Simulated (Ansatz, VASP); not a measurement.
**Rh: VASP beside Ansatz**

```
Rh
1.0
     0.00000    1.84450    1.87303
     1.84450    0.00000    1.87303
     1.84450    1.84450    0.00000
Rh
1
Cartesian
  0.0000 0.0000 0.0000
```

Change from the starting cell: strain -0.030 along x and y, -0.015 along z, atoms carried along.

Alike in both runs: task single point; functional PBEsol; k mesh 22 × 22 × 22; occupations gaussian, width 0.15 eV; no spin polarisation.

|  | VASP | Ansatz |
| --- | --- | --- |
| version | VASP 6.6.1 | Ansatz 0.2.0 |
| potentials or method | VASP PAW PBE potentials, release 64 (Rh_pv) | scalar-relativistic, plane waves, PAW |
| plane-wave cutoff (eV) | 520 | 420 |
| valence electrons in the cell | 15 | 17 |

Ansatz gave:

```
gap on the k mesh at the Fermi level (eV)       : none
pressure (GPa)                                  : 19.9
largest component of the traceless stress (GPa) : 3.19
```

Question: Which values does VASP return?

Answer: gap on the k mesh at the Fermi level (eV): none; pressure (GPa): 19.8; largest component of the traceless stress (GPa): 3.18.

A gap of «none» marks a metal or a gap that the smearing closes. With one functional, cell and mesh, what is left measures potentials, basis and numerics. The two sets of potentials don't hold the same shells in valence.

Caveats: so large a pressure means that the cell lies far from this level's equilibrium, or that cutoff or potentials fall short (VASP); the potentials were made for another functional, which shifts forces and pressure (VASP).
